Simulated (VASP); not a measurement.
# W (Im-3m) in VASP: a series of runs, part 4 of 7

VASP 6.6.1. Earlier steps stand in the parts before.

### 49 Equation of state, PBE, 16.32 Å³/atom

File INCAR:

```
PREC = Accurate
ENCUT = 460
EDIFF = 1E-7
ISMEAR = 1
SIGMA = 0.2
LREAL = False
LASPH = True
NELM = 100
ALGO = Normal
ISIF = 2
LWAVE = False
LCHARG = False
GGA = PE
ADDGRID = False
```

File KPOINTS:

```
regular mesh
0
Gamma
  11 11 11
```

File POSCAR:

```
W
1.0
   -1.5980128011      1.5980128011      1.5980128011
    1.5980128011     -1.5980128011      1.5980128011
    1.5980128011      1.5980128011     -1.5980128011
W
1
Direct
    0.0000000000      0.0000000000      0.0000000000
```

Command:

```bash
> cat potpaw_PBE.64/W/POTCAR > POTCAR
> mpirun -np 1 vasp_std > vasp.out
```

Wall time 3.7 s (1 thread of AMD EPYC 9R45 (Zen 5), shared host); peak memory 0.09 GiB.

The run converged, but some of its settings lie outside the range that counts as converged, so its numbers aren't taken as properties of the crystal.

Results:

| Item | Value |
| --- | --- |
| Free energy | -12.9924 eV |
| Pressure | -6.5 GPa |
| Band gap on the k mesh | none (metal or under the smearing width) |

### 50 Equation of state, PBE, 15.37 Å³/atom

INCAR: that of step 49 with these lines changed.

```diff
@@ -4,3 +4,3 @@
 ISMEAR = 1
-SIGMA = 0.2
+SIGMA = 0.4
 LREAL = False
```

KPOINTS is that of step 49.

File POSCAR:

```
W
1.0
   -1.5663606243      1.5663606243      1.5663606243
    1.5663606243     -1.5663606243      1.5663606243
    1.5663606243      1.5663606243     -1.5663606243
W
1
Direct
    0.0000000000      0.0000000000      0.0000000000
```

Command:

```bash
> cat potpaw_PBE.64/W/POTCAR > POTCAR
> mpirun -np 1 vasp_std > vasp.out
```

It took 3.5 s on 1 thread of AMD EPYC 9R45 (Zen 5), shared host; peak memory 0.09 GiB.

These settings aren't checked as converged: the numbers below hold their error.

What came out:

| Quantity | Value |
| --- | --- |
| Free energy | -12.9790 eV |
| Pressure | 12.8 GPa |
| Band gap on the k mesh | none (metal or under the smearing width) |

### 51 Equation of state, PBE, 16.32 Å³/atom

INCAR is that of step 50.

KPOINTS is that of step 50.

File POSCAR:

```
W
1.0
   -1.5980128011      1.5980128011      1.5980128011
    1.5980128011     -1.5980128011      1.5980128011
    1.5980128011      1.5980128011     -1.5980128011
W
1
Direct
    0.0000000000      0.0000000000      0.0000000000
```

Potentials or basis: VASP PAW PBE potentials, release 64 (W).

Command:

```bash
> cat potpaw_PBE.64/W/POTCAR > POTCAR
> mpirun -np 1 vasp_std > vasp.out
```

It took 3.7 s on 1 thread of AMD EPYC 9R45 (Zen 5), shared host; peak memory 0.09 GiB.

The run converged, but some of its settings lie outside the range that counts as converged, so its numbers aren't taken as properties of the crystal.

Results:

```yaml
Free_energy: -12.9947 eV
Pressure: -6.6 GPa
Band_gap_on_the_k_mesh: none (metal or under the smearing width)
```

### 52 Equation of state, PBE, 15.37 Å³/atom

INCAR: that of step 51 with these lines changed.

```diff
@@ -4,3 +4,3 @@
 ISMEAR = 1
-SIGMA = 0.4
+SIGMA = 0.1
 LREAL = False
```

KPOINTS is that of step 51.

File POSCAR:

```
W
1.0
   -1.5663606243      1.5663606243      1.5663606243
    1.5663606243     -1.5663606243      1.5663606243
    1.5663606243      1.5663606243     -1.5663606243
W
1
Direct
    0.0000000000      0.0000000000      0.0000000000
```

Command:

```bash
> cat potpaw_PBE.64/W/POTCAR > POTCAR
> mpirun -np 1 vasp_std > vasp.out
```

Wall time 3.4 s (1 thread of AMD EPYC 9R45 (Zen 5), shared host); peak memory 0.09 GiB.

These settings aren't checked as converged: the numbers below hold their error.

What came out:

```
Free energy            : -12.9763 eV
Pressure               : 12.6 GPa
Band gap on the k mesh : none (metal or under the smearing width)
```

### 53 Equation of state, PBE, 16.32 Å³/atom

INCAR is that of step 52.

KPOINTS is that of step 52.

File POSCAR:

```
W
1.0
   -1.5980128011      1.5980128011      1.5980128011
    1.5980128011     -1.5980128011      1.5980128011
    1.5980128011      1.5980128011     -1.5980128011
W
1
Direct
    0.0000000000      0.0000000000      0.0000000000
```

Command:

```bash
> cat potpaw_PBE.64/W/POTCAR > POTCAR
> mpirun -np 1 vasp_std > vasp.out
```

It took 3.5 s on 1 thread of AMD EPYC 9R45 (Zen 5), shared host; peak memory 0.09 GiB.

These settings aren't checked as converged: the numbers below hold their error.

What came out:

```
Free energy            : -12.9919 eV
Pressure               : -6.4 GPa
Band gap on the k mesh : none (metal or under the smearing width)
```

### 54 Equation of state, PBE, 15.37 Å³/atom

INCAR: that of step 53 with these lines changed.

```diff
@@ -4,3 +4,3 @@
 ISMEAR = 1
-SIGMA = 0.1
+SIGMA = 0.05
 LREAL = False
```

KPOINTS is that of step 53.

File POSCAR:

```
W
1.0
   -1.5663606243      1.5663606243      1.5663606243
    1.5663606243     -1.5663606243      1.5663606243
    1.5663606243      1.5663606243     -1.5663606243
W
1
Direct
    0.0000000000      0.0000000000      0.0000000000
```

Potentials or basis: VASP PAW PBE potentials, release 64 (W).

Command:

```bash
> cat potpaw_PBE.64/W/POTCAR > POTCAR
> mpirun -np 1 vasp_std > vasp.out
```

Run time: 3.6 s. Hardware: 1 thread of AMD EPYC 9R45 (Zen 5), shared host; peak memory 0.09 GiB.

These settings aren't checked as converged: the numbers below hold their error.

Results:

```yaml
Free_energy: -12.9762 eV
Pressure: 12.6 GPa
Band_gap_on_the_k_mesh: none (metal or under the smearing width)
```

### 55 Equation of state, PBE, 16.32 Å³/atom

INCAR is that of step 54.

KPOINTS is that of step 54.

File POSCAR:

```
W
1.0
   -1.5980128011      1.5980128011      1.5980128011
    1.5980128011     -1.5980128011      1.5980128011
    1.5980128011      1.5980128011     -1.5980128011
W
1
Direct
    0.0000000000      0.0000000000      0.0000000000
```

Command:

```bash
> cat potpaw_PBE.64/W/POTCAR > POTCAR
> mpirun -np 1 vasp_std > vasp.out
```

Run time: 3.6 s. Hardware: 1 thread of AMD EPYC 9R45 (Zen 5), shared host; peak memory 0.09 GiB.

The run converged, but some of its settings lie outside the range that counts as converged, so its numbers aren't taken as properties of the crystal.

Results:

* Free energy: -12.9916 eV
* Pressure: -6.4 GPa
* Band gap on the k mesh: none (metal or under the smearing width)

### 56 Equation of state, PBE, 15.37 Å³/atom

INCAR: that of step 55 with these lines changed.

```diff
@@ -4,3 +4,3 @@
 ISMEAR = 1
-SIGMA = 0.05
+SIGMA = 0.02
 LREAL = False
```

KPOINTS is that of step 55.

File POSCAR:

```
W
1.0
   -1.5663606243      1.5663606243      1.5663606243
    1.5663606243     -1.5663606243      1.5663606243
    1.5663606243      1.5663606243     -1.5663606243
W
1
Direct
    0.0000000000      0.0000000000      0.0000000000
```

Command:

```bash
> cat potpaw_PBE.64/W/POTCAR > POTCAR
> mpirun -np 1 vasp_std > vasp.out
```

Wall time 3.6 s (1 thread of AMD EPYC 9R45 (Zen 5), shared host); peak memory 0.09 GiB.

These settings aren't checked as converged: the numbers below hold their error.

Results:

```
Free energy            : -12.9764 eV
Pressure               : 12.6 GPa
Band gap on the k mesh : none (metal or under the smearing width)
```

### 57 Equation of state, PBE, 16.32 Å³/atom

INCAR is that of step 56.

KPOINTS is that of step 56.

File POSCAR:

```
W
1.0
   -1.5980128011      1.5980128011      1.5980128011
    1.5980128011     -1.5980128011      1.5980128011
    1.5980128011      1.5980128011     -1.5980128011
W
1
Direct
    0.0000000000      0.0000000000      0.0000000000
```

Potentials or basis: VASP PAW PBE potentials, release 64 (W).

Command:

```bash
> cat potpaw_PBE.64/W/POTCAR > POTCAR
> mpirun -np 1 vasp_std > vasp.out
```

Run time: 3.6 s. Hardware: 1 thread of AMD EPYC 9R45 (Zen 5), shared host; peak memory 0.09 GiB.

These settings aren't checked as converged: the numbers below hold their error.

What came out:

```
Free energy            : -12.9913 eV
Pressure               : -6.3 GPa
Band gap on the k mesh : none (metal or under the smearing width)
```

### 58 Equation of state, PBE, 15.37 Å³/atom

INCAR: that of step 57 with these lines changed.

```diff
@@ -1,2 +1,2 @@
-PREC = Accurate
+PREC = Low
 ENCUT = 460
@@ -4,3 +4,3 @@
 ISMEAR = 1
-SIGMA = 0.02
+SIGMA = 0.2
 LREAL = False
```

KPOINTS is that of step 57.

File POSCAR:

```
W
1.0
   -1.5663606243      1.5663606243      1.5663606243
    1.5663606243     -1.5663606243      1.5663606243
    1.5663606243      1.5663606243     -1.5663606243
W
1
Direct
    0.0000000000      0.0000000000      0.0000000000
```

Command:

```bash
> cat potpaw_PBE.64/W/POTCAR > POTCAR
> mpirun -np 1 vasp_std > vasp.out
```

Run time: 2.1 s. Hardware: 1 thread of AMD EPYC 9R45 (Zen 5), shared host; peak memory 0.07 GiB.

These settings aren't checked as converged: the numbers below hold their error.

Results:

| Quantity | Value |
| --- | --- |
| Free energy | -12.9769 eV |
| Pressure | 12.8 GPa |
| Band gap on the k mesh | none (metal or under the smearing width) |

### 59 Equation of state, PBE, 16.32 Å³/atom

INCAR is that of step 58.

KPOINTS is that of step 58.

File POSCAR:

```
W
1.0
   -1.5980128011      1.5980128011      1.5980128011
    1.5980128011     -1.5980128011      1.5980128011
    1.5980128011      1.5980128011     -1.5980128011
W
1
Direct
    0.0000000000      0.0000000000      0.0000000000
```

Command:

```bash
> cat potpaw_PBE.64/W/POTCAR > POTCAR
> mpirun -np 1 vasp_std > vasp.out
```

Run time: 2.4 s. Hardware: 1 thread of AMD EPYC 9R45 (Zen 5), shared host; peak memory 0.07 GiB.

These settings aren't checked as converged: the numbers below hold their error.

Results:

```yaml
Free_energy: -12.9925 eV
Pressure: -6.5 GPa
Band_gap_on_the_k_mesh: none (metal or under the smearing width)
```

### 60 Equation of state, PBE, 15.37 Å³/atom

INCAR: that of step 59 with these lines changed.

```diff
@@ -1,2 +1,2 @@
-PREC = Low
+PREC = Normal
 ENCUT = 460
```

KPOINTS is that of step 59.

File POSCAR:

```
W
1.0
   -1.5663606243      1.5663606243      1.5663606243
    1.5663606243     -1.5663606243      1.5663606243
    1.5663606243      1.5663606243     -1.5663606243
W
1
Direct
    0.0000000000      0.0000000000      0.0000000000
```

Potentials or basis: VASP PAW PBE potentials, release 64 (W).

Command:

```bash
> cat potpaw_PBE.64/W/POTCAR > POTCAR
> mpirun -np 1 vasp_std > vasp.out
```

Run time: 2.2 s. Hardware: 1 thread of AMD EPYC 9R45 (Zen 5), shared host; peak memory 0.08 GiB.

These settings aren't checked as converged: the numbers below hold their error.

Results:

```yaml
Free_energy: -12.9768 eV
Pressure: 12.7 GPa
Band_gap_on_the_k_mesh: none (metal or under the smearing width)
```

### 61 Equation of state, PBE, 16.32 Å³/atom

INCAR is that of step 60.

KPOINTS is that of step 60.

File POSCAR:

```
W
1.0
   -1.5980128011      1.5980128011      1.5980128011
    1.5980128011     -1.5980128011      1.5980128011
    1.5980128011      1.5980128011     -1.5980128011
W
1
Direct
    0.0000000000      0.0000000000      0.0000000000
```

Command:

```bash
> cat potpaw_PBE.64/W/POTCAR > POTCAR
> mpirun -np 1 vasp_std > vasp.out
```

Wall time 2.5 s (1 thread of AMD EPYC 9R45 (Zen 5), shared host); peak memory 0.08 GiB.

The run converged, but some of its settings lie outside the range that counts as converged, so its numbers aren't taken as properties of the crystal.

What came out:

| Quantity | Value |
| --- | --- |
| Free energy | -12.9924 eV |
| Pressure | -6.5 GPa |
| Band gap on the k mesh | none (metal or under the smearing width) |

### 62 Equation of state, PBE, 15.37 Å³/atom

INCAR: that of step 61 with these lines changed.

```diff
@@ -1,2 +1,2 @@
-PREC = Normal
+PREC = Accurate
 ENCUT = 460
@@ -5,3 +5,3 @@
 SIGMA = 0.2
-LREAL = False
+LREAL = Auto
 LASPH = True
```

KPOINTS is that of step 61.

File POSCAR:

```
W
1.0
   -1.5663606243      1.5663606243      1.5663606243
    1.5663606243     -1.5663606243      1.5663606243
    1.5663606243      1.5663606243     -1.5663606243
W
1
Direct
    0.0000000000      0.0000000000      0.0000000000
```

Command:

```bash
> cat potpaw_PBE.64/W/POTCAR > POTCAR
> mpirun -np 1 vasp_std > vasp.out
```

Run time: 6.7 s. Hardware: 1 thread of AMD EPYC 9R45 (Zen 5), shared host; peak memory 0.1 GiB.

These settings aren't checked as converged: the numbers below hold their error.

Results:

* Free energy: -12.9768 eV
* Pressure: 12.8 GPa
* Band gap on the k mesh: none (metal or under the smearing width)

### 63 Equation of state, PBE, 16.32 Å³/atom

INCAR is that of step 62.

KPOINTS is that of step 62.

File POSCAR:

```
W
1.0
   -1.5980128011      1.5980128011      1.5980128011
    1.5980128011     -1.5980128011      1.5980128011
    1.5980128011      1.5980128011     -1.5980128011
W
1
Direct
    0.0000000000      0.0000000000      0.0000000000
```

Potentials or basis: VASP PAW PBE potentials, release 64 (W).

Command:

```bash
> cat potpaw_PBE.64/W/POTCAR > POTCAR
> mpirun -np 1 vasp_std > vasp.out
```

Wall time 6.9 s (1 thread of AMD EPYC 9R45 (Zen 5), shared host); peak memory 0.1 GiB.

The run converged, but some of its settings lie outside the range that counts as converged, so its numbers aren't taken as properties of the crystal.

Results:

| Quantity | Value |
| --- | --- |
| Free energy | -12.9925 eV |
| Pressure | -6.5 GPa |
| Band gap on the k mesh | none (metal or under the smearing width) |

### 64 Equation of state, PBE, 15.37 Å³/atom

INCAR: that of step 63 with these lines changed.

```diff
@@ -2,6 +2,6 @@
 ENCUT = 460
-EDIFF = 1E-7
+EDIFF = 0.01
 ISMEAR = 1
 SIGMA = 0.2
-LREAL = Auto
+LREAL = False
 LASPH = True
```

KPOINTS is that of step 63.

File POSCAR:

```
W
1.0
   -1.5663606243      1.5663606243      1.5663606243
    1.5663606243     -1.5663606243      1.5663606243
    1.5663606243      1.5663606243     -1.5663606243
W
1
Direct
    0.0000000000      0.0000000000      0.0000000000
```

Command:

```bash
> cat potpaw_PBE.64/W/POTCAR > POTCAR
> mpirun -np 1 vasp_std > vasp.out
```

It took 2.4 s on 1 thread of AMD EPYC 9R45 (Zen 5), shared host; peak memory 0.09 GiB.

These settings aren't checked as converged: the numbers below hold their error.

Results:

| Quantity | Value |
| --- | --- |
| Free energy | -12.9770 eV |
| Pressure | 12.9 GPa |
| Band gap on the k mesh | none (metal or under the smearing width) |

### 65 Equation of state, PBE, 16.32 Å³/atom

INCAR is that of step 64.

KPOINTS is that of step 64.

File POSCAR:

```
W
1.0
   -1.5980128011      1.5980128011      1.5980128011
    1.5980128011     -1.5980128011      1.5980128011
    1.5980128011      1.5980128011     -1.5980128011
W
1
Direct
    0.0000000000      0.0000000000      0.0000000000
```

Command:

```bash
> cat potpaw_PBE.64/W/POTCAR > POTCAR
> mpirun -np 1 vasp_std > vasp.out
```

It took 2.4 s on 1 thread of AMD EPYC 9R45 (Zen 5), shared host; peak memory 0.09 GiB.

The run converged, but some of its settings lie outside the range that counts as converged, so its numbers aren't taken as properties of the crystal.

What came out:

- Free energy: -12.9927 eV
- Pressure: -6.5 GPa
- Band gap on the k mesh: none (metal or under the smearing width)

### 66 Equation of state, PBE, 15.37 Å³/atom

INCAR: that of step 65 with these lines changed.

```diff
@@ -2,3 +2,3 @@
 ENCUT = 460
-EDIFF = 0.01
+EDIFF = 0.001
 ISMEAR = 1
```

KPOINTS is that of step 65.

File POSCAR:

```
W
1.0
   -1.5663606243      1.5663606243      1.5663606243
    1.5663606243     -1.5663606243      1.5663606243
    1.5663606243      1.5663606243     -1.5663606243
W
1
Direct
    0.0000000000      0.0000000000      0.0000000000
```

Potentials or basis: VASP PAW PBE potentials, release 64 (W).

Command:

```bash
> cat potpaw_PBE.64/W/POTCAR > POTCAR
> mpirun -np 1 vasp_std > vasp.out
```

It took 2.7 s on 1 thread of AMD EPYC 9R45 (Zen 5), shared host; peak memory 0.09 GiB.

The run converged, but some of its settings lie outside the range that counts as converged, so its numbers aren't taken as properties of the crystal.

Results:

* Free energy: -12.9768 eV
* Pressure: 12.8 GPa
* Band gap on the k mesh: none (metal or under the smearing width)

### 67 Equation of state, PBE, 16.32 Å³/atom

INCAR is that of step 66.

KPOINTS is that of step 66.

File POSCAR:

```
W
1.0
   -1.5980128011      1.5980128011      1.5980128011
    1.5980128011     -1.5980128011      1.5980128011
    1.5980128011      1.5980128011     -1.5980128011
W
1
Direct
    0.0000000000      0.0000000000      0.0000000000
```

Command:

```bash
> cat potpaw_PBE.64/W/POTCAR > POTCAR
> mpirun -np 1 vasp_std > vasp.out
```

Run time: 2.6 s. Hardware: 1 thread of AMD EPYC 9R45 (Zen 5), shared host; peak memory 0.09 GiB.

These settings aren't checked as converged: the numbers below hold their error.

What came out:

- Free energy: -12.9924 eV
- Pressure: -6.5 GPa
- Band gap on the k mesh: none (metal or under the smearing width)

### 68 Equation of state, PBE, 15.37 Å³/atom

INCAR: that of step 67 with these lines changed.

```diff
@@ -2,3 +2,3 @@
 ENCUT = 460
-EDIFF = 0.001
+EDIFF = 1E-4
 ISMEAR = 1
```

KPOINTS is that of step 67.

File POSCAR:

```
W
1.0
   -1.5663606243      1.5663606243      1.5663606243
    1.5663606243     -1.5663606243      1.5663606243
    1.5663606243      1.5663606243     -1.5663606243
W
1
Direct
    0.0000000000      0.0000000000      0.0000000000
```

Command:

```bash
> cat potpaw_PBE.64/W/POTCAR > POTCAR
> mpirun -np 1 vasp_std > vasp.out
```

It took 2.9 s on 1 thread of AMD EPYC 9R45 (Zen 5), shared host; peak memory 0.09 GiB.

These settings aren't checked as converged: the numbers below hold their error.

Results:

```yaml
Free_energy: -12.9768 eV
Pressure: 12.7 GPa
Band_gap_on_the_k_mesh: none (metal or under the smearing width)
```

### 69 Equation of state, PBE, 16.32 Å³/atom

INCAR is that of step 68.

KPOINTS is that of step 68.

File POSCAR:

```
W
1.0
   -1.5980128011      1.5980128011      1.5980128011
    1.5980128011     -1.5980128011      1.5980128011
    1.5980128011      1.5980128011     -1.5980128011
W
1
Direct
    0.0000000000      0.0000000000      0.0000000000
```

Potentials or basis: VASP PAW PBE potentials, release 64 (W).

Command:

```bash
> cat potpaw_PBE.64/W/POTCAR > POTCAR
> mpirun -np 1 vasp_std > vasp.out
```

It took 2.9 s on 1 thread of AMD EPYC 9R45 (Zen 5), shared host; peak memory 0.09 GiB.

The run converged, but some of its settings lie outside the range that counts as converged, so its numbers aren't taken as properties of the crystal.

Results:

```yaml
Free_energy: -12.9924 eV
Pressure: -6.5 GPa
Band_gap_on_the_k_mesh: none (metal or under the smearing width)
```

### 70 Equation of state, PBE, 15.37 Å³/atom

INCAR: that of step 69 with these lines changed.

```diff
@@ -2,3 +2,3 @@
 ENCUT = 460
-EDIFF = 1E-4
+EDIFF = 1E-5
 ISMEAR = 1
```

KPOINTS is that of step 69.

File POSCAR:

```
W
1.0
   -1.5663606243      1.5663606243      1.5663606243
    1.5663606243     -1.5663606243      1.5663606243
    1.5663606243      1.5663606243     -1.5663606243
W
1
Direct
    0.0000000000      0.0000000000      0.0000000000
```

Command:

```bash
> cat potpaw_PBE.64/W/POTCAR > POTCAR
> mpirun -np 1 vasp_std > vasp.out
```

It took 2.9 s on 1 thread of AMD EPYC 9R45 (Zen 5), shared host; peak memory 0.09 GiB.

These settings aren't checked as converged: the numbers below hold their error.

What came out:

```
Free energy            : -12.9768 eV
Pressure               : 12.7 GPa
Band gap on the k mesh : none (metal or under the smearing width)
```

(Part 4 of 7 ends here.)
